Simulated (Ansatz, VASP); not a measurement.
# C: VASP beside Ansatz

INCAR

```
PREC = Accurate
ENCUT = 520
EDIFF = 1E-8
ISMEAR = -1
SIGMA = 0.05
LREAL = Auto
LASPH = T
NELM = 60
ALGO = Normal
ISIF = 2
LWAVE = F
LCHARG = F
GGA = PE
LEFG = T
NBANDS = 46
```

KPOINTS

```
regular mesh
0
Gamma
  15 15 2
```

POSCAR

```
C
1.0
    2.5221000000      0.0000000000      0.0000000000
   -1.2610500000      2.1842026709      0.0000000000
    0.0000000000      0.0000000000     16.4743000000
C
16
Direct
    0.0000000000      0.0000000000      0.0468800000
    0.0000000000      0.0000000000      0.5468800000
    0.0000000000      0.0000000000      0.4531200000
    0.0000000000      0.0000000000      0.9531200000
    0.3333333333      0.6666666667      0.0781300000
    0.6666666667      0.3333333333      0.5781300000
    0.3333333333      0.6666666667      0.4218700000
    0.6666666667      0.3333333333      0.9218700000
    0.3333333333      0.6666666667      0.1718800000
    0.6666666667      0.3333333333      0.6718800000
    0.3333333333      0.6666666667      0.3281200000
    0.6666666667      0.3333333333      0.8281200000
    0.3333333333      0.6666666667      0.7968800000
    0.6666666667      0.3333333333      0.2968800000
    0.3333333333      0.6666666667      0.7031200000
    0.6666666667      0.3333333333      0.2031200000
```

Input for Ansatz:

```yaml
crystal:
  lattice:
    - [2.5221, 0.0, 0.0]
    - [-1.26105, 2.1842026709, 0.0]
    - [0.0, 0.0, 16.4743]
  atoms:
    - { symbol: C, position: [0.0, 0.0, 0.04688] }
    - { symbol: C, position: [0.0, 0.0, 0.54688] }
    - { symbol: C, position: [0.0, 0.0, 0.45312] }
    - { symbol: C, position: [0.0, 0.0, 0.95312] }
    - { symbol: C, position: [0.3333333333, 0.6666666667, 0.07813] }
    - { symbol: C, position: [0.6666666667, 0.3333333333, 0.57813] }
    - { symbol: C, position: [0.3333333333, 0.6666666667, 0.42187] }
    - { symbol: C, position: [0.6666666667, 0.3333333333, 0.92187] }
    - { symbol: C, position: [0.3333333333, 0.6666666667, 0.17188] }
    - { symbol: C, position: [0.6666666667, 0.3333333333, 0.67188] }
    - { symbol: C, position: [0.3333333333, 0.6666666667, 0.32812] }
    - { symbol: C, position: [0.6666666667, 0.3333333333, 0.82812] }
    - { symbol: C, position: [0.3333333333, 0.6666666667, 0.79688] }
    - { symbol: C, position: [0.6666666667, 0.3333333333, 0.29688] }
    - { symbol: C, position: [0.3333333333, 0.6666666667, 0.70312] }
    - { symbol: C, position: [0.6666666667, 0.3333333333, 0.20312] }
kpoints:
  mp_grid: { grid: [15, 15, 2] }
scf:
  occupations: { method: fermi_dirac, width: 0.05 }
hamiltonian:
  xc: pbe
  pseudopotentials: { kind: paw }
output:
  forces: true
  stress: true
  populations: true
  efg: { contact_densities: true }
```

This is a hexagonal form of diamond, not graphite.

Alike in both runs: task electric field gradients; functional PBE; k mesh 15 × 15 × 2; occupations fermi-dirac, width 0.05 eV; no spin polarisation.

```csv
,VASP,Ansatz
version,VASP 6.6.1,Ansatz 0.2.0
potentials or method,"VASP PAW PBE potentials, release 64 (C)","plane-wave PAW, scalar-relativistic"
plane-wave cutoff (eV),520,420
valence electrons in the cell,64,64
```

Ansatz gave:

* gap on the k mesh at the Fermi level (eV): 4.37
* pressure (GPa): 2.0
* largest component of the traceless stress (GPa): 4.08
* rms of the force components (eV/Å): 0.130
* Vzz of the field gradient on the site that differs most (V/Å²): 1.0

**Question.** Which values does VASP return?

**Answer.** gap on the k mesh at the Fermi level (eV): 4.36; pressure (GPa): 2.7; largest component of the traceless stress (GPa): 4.02; rms of the force components (eV/Å): 0.131; Vzz of the field gradient on the site that differs most (V/Å²): 1.1.

Atom by atom the forces differ by 0.004 eV/Å (rms over components).

Caveats: an odd mesh through Γ misses points on the zone boundary, where band edges often lie. Expect the measured gap to be larger: semilocal functionals such as PBE lack the derivative discontinuity.
